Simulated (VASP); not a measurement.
# Mesh, vacuum, cutoff and functional for a single sheet of WS2, part 2 of 4

Aim: find which settings matter for a slab model of a single sheet of WS2, and what they cost.

VASP 6.6.1, plane waves and PAW; the level of theory is named at each step.

So far, highest filled level below the vacuum (eV): step 2 (the base run) 5.70; step 3 (another mesh, mesh points along a 3, k-mesh 3×3×1) 5.65.

## 4. Another mesh, mesh points along a 6, k-mesh 6×6×1

Level of this step: PBE, no spin polarisation; plane waves and PAW (S, W) (VASP).

Contents of INCAR:

```
SYSTEM = WS2
PREC = Normal
ENCUT = 350
EDIFF = 1E-06
NELM = 120
ISMEAR = 0
SIGMA = 0.05
LREAL = .FALSE.
ALGO = Normal
GGA = PE
NBANDS = 15
LASPH = .TRUE.
LORBIT = 11
LWAVE = .FALSE.
LCHARG = .FALSE.
KPAR = 4
IDIPOL = 3
LDIPOL = .TRUE.
DIPOL = 0.5 0.5 0.5
LVHAR = .TRUE.
LVACPOTAV = .TRUE.
```

Contents of POSCAR:

```
WS2
1.0
    3.1800000000      0.0000000000      0.0000000000
   -1.5900000000      2.7539607840      0.0000000000
    0.0000000000      0.0000000000     18.1250000000
S W
2 1
Direct
    0.6666666670      0.3333333330      0.5862068970
    0.6666666670      0.3333333330      0.4137931030
    0.3333333330      0.6666666670      0.5000000000
```

Contents of KPOINTS:

```
Automatic mesh
0
Gamma
6 6 1
0 0 0
```

The projector-augmented-wave data sets are S and W (PBE family, release 64).

Launch:

```console
mpirun -np 4 vasp_std
```

What it wrote:

```text
[... set-up lines as in an earlier step ...]
 entering main loop
       N       E                     dE             d eps       ncg     rms          rms(c)
DAV:   1     0.103227938577E+03    0.10323E+03   -0.52234E+03   210   0.661E+02
DAV:   2    -0.137063232381E+02   -0.11693E+03   -0.10572E+03   290   0.167E+02
DAV:   3    -0.249300711555E+02   -0.11224E+02   -0.11055E+02   287   0.607E+01
DAV:   4    -0.251737861718E+02   -0.24372E+00   -0.24220E+00   266   0.106E+01
[...]
DAV:  20    -0.237148736792E+02   -0.99240E-05   -0.63775E-07   191   0.292E-03    0.165E-03
DAV:  21    -0.237148751483E+02   -0.14691E-05   -0.79472E-08   217   0.139E-03    0.528E-04
DAV:  22    -0.237148755535E+02   -0.40513E-06   -0.20386E-08   182   0.599E-04
 [... a notice as in an earlier step ...]

   1 F= -.23714876E+02 E0= -.23714876E+02  d E =-.334817E-11
```

Wall time 3.8 s (4 MPI ranks of Intel Xeon 6975P-C (Granite Rapids), shared host); peak memory 0.57 GiB; 12 s of CPU time.

Parts of OUTCAR (step 4):

```text
  Total        0.1902686      0.1902686      0.4559000     -0.0000000     -0.0000000      0.0000000
  in kB        1.9205021      1.9205021      4.6016896     -0.0000000     -0.0000000      0.0000000
  external PRESSURE =       2.8142313 kB  Pullay stress =       0.0000000 kB

 POSITION                                       TOTAL-FORCE (eV/Angst)
 -----------------------------------------------------------------------------------
      1.59000      0.91799     10.62500         0.000000      0.000000      0.169967
      1.59000      0.91799      7.50000        -0.000000     -0.000000     -0.169967
     -0.00000      1.83597      9.06250         0.000000      0.000000      0.000000
 -----------------------------------------------------------------------------------
    total drift:                               -0.000002      0.000001      0.000000

  FREE ENERGIE OF THE ION-ELECTRON SYSTEM (eV)
  ---------------------------------------------------
  free  energy   TOTEN  =       -23.7148755535 eV

  energy  without entropy=      -23.7148755535  energy(sigma->0) =      -23.71487555

[... 1 part as in an earlier step ...]

[... 2 further parts left out ...]
[key lines of the parts left out:]
E-fermi :  -1.6395
```

Against the base run its depth below the vacuum changes by -0.00 eV and the energy by +0.9 meV an atom.

## 5. Another mesh, mesh points along a 12, k-mesh 12×12×1

INCAR is that of step 4.

POSCAR is that of step 4.

Contents of KPOINTS:

```
Automatic mesh
0
Gamma
12 12 1
0 0 0
```

Launch:

```console
mpirun -np 4 vasp_std
```

What it wrote:

```text
[... set-up lines as in an earlier step ...]
 entering main loop
       N       E                     dE             d eps       ncg     rms          rms(c)
DAV:   1     0.104806018217E+03    0.10481E+03   -0.54294E+03   570   0.676E+02
DAV:   2    -0.140430408192E+02   -0.11885E+03   -0.11018E+03   871   0.167E+02
DAV:   3    -0.249824374970E+02   -0.10939E+02   -0.10844E+02   801   0.598E+01
DAV:   4    -0.251803860854E+02   -0.19795E+00   -0.19758E+00   748   0.959E+00
[...]
DAV:  20    -0.237176289222E+02   -0.10515E-04   -0.71441E-07   542   0.281E-03    0.119E-03
DAV:  21    -0.237176299516E+02   -0.10294E-05   -0.55181E-08   600   0.112E-03    0.296E-04
DAV:  22    -0.237176304126E+02   -0.46102E-06   -0.21602E-08   495   0.539E-04
 [... a notice as in an earlier step ...]

   1 F= -.23717630E+02 E0= -.23717630E+02  d E =-.332743E-11
```

Run time: 5.2 s. Hardware: 4 MPI ranks; peak memory 0.61 GiB; 18 s of CPU time.

From OUTCAR (step 5):

```text
  Total        0.1870904      0.1870904      0.4420309      0.0000000      0.0000000      0.0000000
  in kB        1.8884224      1.8884224      4.4616996      0.0000000      0.0000000      0.0000000
  external PRESSURE =       2.7461814 kB  Pullay stress =       0.0000000 kB

 POSITION                                       TOTAL-FORCE (eV/Angst)
 -----------------------------------------------------------------------------------
      1.59000      0.91799     10.62500        -0.000000      0.000000      0.165577
      1.59000      0.91799      7.50000         0.000000     -0.000000     -0.165577
     -0.00000      1.83597      9.06250         0.000000      0.000000      0.000000
 -----------------------------------------------------------------------------------
    total drift:                               -0.000002      0.000001      0.000000

  FREE ENERGIE OF THE ION-ELECTRON SYSTEM (eV)
  ---------------------------------------------------
  free  energy   TOTEN  =       -23.7176304126 eV

  energy  without entropy=      -23.7176304126  energy(sigma->0) =      -23.71763041

[... 1 part as in an earlier step ...]

[... 2 further parts left out ...]
[key lines of the parts left out:]
E-fermi :  -1.6502
```

Against the base run its depth below the vacuum changes by +0.00 eV and the energy by -0.0 meV an atom.

## 6. Comparing the runs

Times are for 4 MPI ranks of Intel Xeon 6975P-C (Granite Rapids), shared host. The series side by side:

| no. | mesh points along a | highest filled level below the vacuum (eV) | energy at zero smearing (eV) | time | memory (GiB) |
| --- | --- | --- | --- | --- | --- |
| 1 | 3 | 5.651 | -23.70 | 2.8 s | 0.41 |
| 2 | 6 | 5.700 | -23.71 | 3.8 s | 0.57 |
| 3 | 12 | 5.703 | -23.72 | 5.2 s | 0.61 |

## 7. Another vacuum, vacuum width 5

Too little vacuum lets the faces of neighbouring images overlap, and too much only costs plane waves.

INCAR is that of step 5.

Contents of POSCAR:

```
WS2
1.0
    3.1800000000      0.0000000000      0.0000000000
   -1.5900000000      2.7539607840      0.0000000000
    0.0000000000      0.0000000000      8.1250000162
S W
2 1
Direct
    0.6666666670      0.3333333330      0.6923076929
    0.6666666670      0.3333333330      0.3076923071
    0.3333333330      0.6666666670      0.5000000000
```

Contents of KPOINTS:

```
Automatic mesh
0
Gamma
9 9 1
0 0 0
```

Launch:

```console
mpirun -np 4 vasp_std
```

What it wrote:

```text
[... set-up lines as in an earlier step ...]
 entering main loop
       N       E                     dE             d eps       ncg     rms          rms(c)
DAV:   1     0.700722051492E+02    0.70072E+02   -0.62807E+03   360   0.740E+02
DAV:   2    -0.197713510503E+02   -0.89844E+02   -0.84880E+02   479   0.194E+02
DAV:   3    -0.250763044897E+02   -0.53050E+01   -0.52532E+01   472   0.495E+01
DAV:   4    -0.251579864534E+02   -0.81682E-01   -0.81637E-01   472   0.676E+00
DAV:   5    -0.251603061841E+02   -0.23197E-02   -0.23196E-02   493   0.108E+00    0.281E+01
DAV:   6    -0.238971180777E+02    0.12632E+01   -0.33671E+00   539   0.133E+01    0.122E+01
DAV:   7    -0.237408213288E+02    0.15630E+00   -0.89911E-01   430   0.768E+00    0.668E+00
DAV:   8    -0.236851132297E+02    0.55708E-01   -0.14799E-01   465   0.305E+00    0.724E-01
DAV:   9    -0.236835866860E+02    0.15265E-02   -0.14971E-02   416   0.902E-01    0.498E-01
DAV:  10    -0.236827920606E+02    0.79463E-03   -0.58396E-03   416   0.490E-01    0.248E-01
DAV:  11    -0.236827517356E+02    0.40325E-04   -0.43194E-04   444   0.161E-01    0.693E-02
DAV:  12    -0.236827089246E+02    0.42811E-04   -0.16944E-04   388   0.806E-02    0.415E-02
DAV:  13    -0.236826915423E+02    0.17382E-04   -0.35996E-05   437   0.403E-02    0.101E-02
DAV:  14    -0.236826897438E+02    0.17986E-05   -0.47097E-06   381   0.157E-02    0.147E-02
DAV:  15    -0.236826901573E+02   -0.41355E-06   -0.16468E-07   369   0.308E-03
 -----------------------------------------------------------------------------
|                                                                             |
|           W    W    AA    RRRRR   N    N  II  N    N   GGGG   !!!           |
|           W    W   A  A   R    R  NN   N  II  NN   N  G    G  !!!           |
|           W    W  A    A  R    R  N N  N  II  N N  N  G       !!!           |
|           W WW W  AAAAAA  RRRRR   N  N N  II  N  N N  G  GGG   !            |
|           WW  WW  A    A  R   R   N   NN  II  N   NN  G    G                |
|           W    W  A    A  R    R  N    N  II  N    N   GGGG   !!!           |
|                                                                             |
|     The minimum charge density times volume of the cell along the axis      |
|     of the dipole correction is larger 1E-1, which could mean that your     |
|     workfunction is not accurate as there is no field free region in        |
|     your cell. Please consider either increasing the size of your cell      |
|     along the dipole correction (vacuum dimension) or perhaps               |
|     increasing the precision of your calculation.                           |
|                                                                             |
 -----------------------------------------------------------------------------

 [... a notice as in an earlier step ...]

   1 F= -.23682690E+02 E0= -.23682690E+02  d E =-.174616E-10
 -----------------------------------------------------------------------------
|                                                                             |
|           W    W    AA    RRRRR   N    N  II  N    N   GGGG   !!!           |
|           W    W   A  A   R    R  NN   N  II  NN   N  G    G  !!!           |
|           W    W  A    A  R    R  N N  N  II  N N  N  G       !!!           |
|           W WW W  AAAAAA  RRRRR   N  N N  II  N  N N  G  GGG   !            |
|           WW  WW  A    A  R   R   N   NN  II  N   NN  G    G                |
|           W    W  A    A  R    R  N    N  II  N    N   GGGG   !!!           |
|                                                                             |
|     The minimum charge density times volume of the cell along the axis      |
|     of the dipole correction is larger 1E-1, which could mean that your     |
|     workfunction is not accurate as there is no field free region in        |
|     your cell. Please consider either increasing the size of your cell      |
|     along the dipole correction (vacuum dimension) or perhaps               |
|     increasing the precision of your calculation.                           |
|                                                                             |
 -----------------------------------------------------------------------------

 [... a notice as in an earlier step ...]
```

Wall time 2.8 s (4 MPI ranks); peak memory 0.53 GiB; 9.2 s of CPU time.

From OUTCAR (step 7):

```text
   ENCUT  =  350.0 eV  25.72 Ry    5.07 a.u.   4.85  4.85 12.39*2*pi/ulx,y,z

   NELECT =      18.0000    total number of electrons

 dipolmoment           0.000000      0.000000     -0.000000 electrons x Angstroem

 E-fermi :   3.0812

 k-point     1 :       0.0000    0.0000    0.0000
  band No.  band energies     occupation
    ...
      5       0.0010      2.00000
      6       0.9197      2.00000
      7       1.2516      2.00000
      8       1.2516      2.00000
      9       2.7316      2.00000
     10       5.7873      0.00000
     11       5.7874      0.00000
     12       5.9511      0.00000
     13       5.9511      0.00000
     14       7.8581      0.00000
    ...

  Total        0.0825452      0.0825452      0.8632437     -0.0000000      0.0000000      0.0000000
  in kB        1.8586357      1.8586357     19.4372930     -0.0000000      0.0000000      0.0000000
  external PRESSURE =       7.7181881 kB  Pullay stress =       0.0000000 kB

 POSITION                                       TOTAL-FORCE (eV/Angst)
 -----------------------------------------------------------------------------------
      1.59000      0.91799      5.62500        -0.000000     -0.000000      0.159631
      1.59000      0.91799      2.50000         0.000000      0.000000     -0.159631
     -0.00000      1.83597      4.06250         0.000000     -0.000000      0.000000
 -----------------------------------------------------------------------------------
    total drift:                               -0.000003      0.000002      0.000000

  FREE ENERGIE OF THE ION-ELECTRON SYSTEM (eV)
  ---------------------------------------------------
  free  energy   TOTEN  =       -23.6826901573 eV

  energy  without entropy=      -23.6826901573  energy(sigma->0) =      -23.68269016

[... 2 parts as in an earlier step ...]

[... 14 further parts left out ...]
```

This step gave:

```yaml
electronic_cycles: 15
free_energy_toten: -23.68 eV
fermi_energy: 3.081 eV
gap_on_the_k_mesh: 1.812 eV
least_direct_gap_on_the_k_mesh: 1.812 eV
```

Force by atom:

| atom | x (eV/Å) | y (eV/Å) | z (eV/Å) | size |
| --- | --- | --- | --- | --- |
| S1 | 0.000 | 0.000 | 0.160 | 0.160 |
| S2 | 0.000 | 0.000 | -0.160 | 0.160 |
| W3 | 0.000 | 0.000 | 0.000 | 0.000 |

The program found no flat vacuum in this gap and printed no vacuum level, so no level below the vacuum can be given.

## 8. Another vacuum, vacuum width 8

INCAR is that of step 7.

Contents of POSCAR:

```
WS2
1.0
    3.1800000000      0.0000000000      0.0000000000
   -1.5900000000      2.7539607840      0.0000000000
    0.0000000000      0.0000000000     11.1250000162
S W
2 1
Direct
    0.6666666670      0.3333333330      0.6404494387
    0.6666666670      0.3333333330      0.3595505613
    0.3333333330      0.6666666670      0.5000000000
```

KPOINTS is that of step 7.

Launch:

```console
mpirun -np 4 vasp_std
```

What it wrote:

```text
[... set-up lines as in an earlier step ...]
 entering main loop
       N       E                     dE             d eps       ncg     rms          rms(c)
DAV:   1     0.840004652763E+02    0.84000E+02   -0.59715E+03   360   0.719E+02
DAV:   2    -0.177339057377E+02   -0.10173E+03   -0.96790E+02   495   0.181E+02
DAV:   3    -0.250471954633E+02   -0.73133E+01   -0.72550E+01   479   0.545E+01
DAV:   4    -0.251819927958E+02   -0.13480E+00   -0.13470E+00   466   0.822E+00
[...]
DAV:  15    -0.237177009505E+02   -0.35828E-05   -0.50820E-06   472   0.133E-02    0.582E-03
DAV:  16    -0.237177052842E+02   -0.43337E-05   -0.20365E-06   380   0.868E-03    0.535E-03
DAV:  17    -0.237177061285E+02   -0.84434E-06   -0.30279E-07   383   0.391E-03
 [... a notice as in an earlier step ...]

   1 F= -.23717706E+02 E0= -.23717706E+02  d E =-.912136E-15
```

Elapsed: 2.8 s, on 4 MPI ranks; peak memory 0.52 GiB; 9.1 s of CPU time.

From OUTCAR (step 8):

```text
  Total        0.1839586      0.1839586      0.4520619      0.0000000      0.0000000     -0.0000000
  in kB        3.0251427      3.0251427      7.4340179      0.0000000      0.0000000     -0.0000000
  external PRESSURE =       4.4947678 kB  Pullay stress =       0.0000000 kB

 POSITION                                       TOTAL-FORCE (eV/Angst)
 -----------------------------------------------------------------------------------
      1.59000      0.91799      7.12500        -0.000000     -0.000000      0.166499
      1.59000      0.91799      4.00000         0.000000      0.000000     -0.166499
     -0.00000      1.83597      5.56250        -0.000000     -0.000000      0.000000
 -----------------------------------------------------------------------------------
    total drift:                               -0.000003      0.000001      0.000000

  FREE ENERGIE OF THE ION-ELECTRON SYSTEM (eV)
  ---------------------------------------------------
  free  energy   TOTEN  =       -23.7177061285 eV

  energy  without entropy=      -23.7177061285  energy(sigma->0) =      -23.71770613

[... 1 part as in an earlier step ...]

[... 2 further parts left out ...]
[key lines of the parts left out:]
E-fermi :   0.8116
```

Against the base run its depth below the vacuum changes by -0.02 eV and the energy by -0.1 meV an atom.

## 9. Another vacuum, vacuum width 24

INCAR is that of step 8.

Contents of POSCAR:

```
WS2
1.0
    3.1800000000      0.0000000000      0.0000000000
   -1.5900000000      2.7539607840      0.0000000000
    0.0000000000      0.0000000000     27.1250000162
S W
2 1
Direct
    0.6666666670      0.3333333330      0.5576036869
    0.6666666670      0.3333333330      0.4423963131
    0.3333333330      0.6666666670      0.5000000000
```

KPOINTS is that of step 8.

Launch:

```console
mpirun -np 4 vasp_std
```

What it wrote:

```text
[... set-up lines as in an earlier step ...]
 entering main loop
       N       E                     dE             d eps       ncg     rms          rms(c)
DAV:   1     0.120668094454E+03    0.12067E+03   -0.48705E+03   360   0.631E+02
DAV:   2    -0.109628642033E+02   -0.13163E+03   -0.12211E+03   612   0.155E+02
DAV:   3    -0.249348743432E+02   -0.13972E+02   -0.13874E+02   514   0.640E+01
DAV:   4    -0.251789572471E+02   -0.24408E+00   -0.24357E+00   473   0.106E+01
[...]
DAV:  21    -0.237172635311E+02   -0.21678E-05   -0.65894E-08   390   0.109E-03    0.251E-04
DAV:  22    -0.237172647445E+02   -0.12134E-05   -0.26883E-08   362   0.696E-04    0.115E-04
DAV:  23    -0.237172651612E+02   -0.41672E-06   -0.77959E-09   348   0.400E-04
 [... a notice as in an earlier step ...]

   1 F= -.23717265E+02 E0= -.23717265E+02  d E =-.574751E-12
```

It took 5.8 s on 4 MPI ranks; peak memory 0.7 GiB.

From OUTCAR (step 9):

```text
  Total        0.1869647      0.1869647      0.4438115      0.0000000      0.0000000      0.0000000
  in kB        1.2610011      1.2610011      2.9933291      0.0000000      0.0000000      0.0000000
  external PRESSURE =       1.8384438 kB  Pullay stress =       0.0000000 kB

 POSITION                                       TOTAL-FORCE (eV/Angst)
 -----------------------------------------------------------------------------------
      1.59000      0.91799     15.12500         0.000000      0.000000      0.165868
      1.59000      0.91799     12.00000        -0.000000     -0.000000     -0.165868
     -0.00000      1.83597     13.56250         0.000000      0.000000      0.000000
 -----------------------------------------------------------------------------------
    total drift:                               -0.000002      0.000001      0.000000

  FREE ENERGIE OF THE ION-ELECTRON SYSTEM (eV)
  ---------------------------------------------------
  free  energy   TOTEN  =       -23.7172651612 eV

  energy  without entropy=      -23.7172651612  energy(sigma->0) =      -23.71726516

[... 1 part as in an earlier step ...]

[... 2 further parts left out ...]
[key lines of the parts left out:]
E-fermi :  -2.9110
```

Against the base run its depth below the vacuum changes by +0.00 eV and the energy by +0.1 meV an atom.

## 10. Comparing the runs

Times are for 4 MPI ranks of Intel Xeon 6975P-C (Granite Rapids), shared host. The runs compared:

| no. | vacuum width | electronic cycles | time | memory (GiB) |
| --- | --- | --- | --- | --- |
| 1 | 5 | 15 | 2.8 s | 0.53 |
| 2 | 8 | 17 | 2.8 s | 0.52 |
| 3 | 24 | 23 | 5.8 s | 0.7 |

(Continued in part 3 of 4.)

[Lines on the potential files, build, host, timing and source positions are cut from VASP's logs without a mark.]

[Logs are printed without paths, hosts, clocks, repeated set-up lines and the standing remarks that a program may print on its own settings, such as how far it seeks lower states.]

[Hosts, paths, dates, database ids (printed as entryN), source tags and the programs' standing remarks are cut or masked in the printed files.]

[In band tables of VASP the shares of atoms and orbitals are scaled to a sum of 1 inside the atoms' spheres.]

[Runs that stopped without an error message from VASP are left out.]
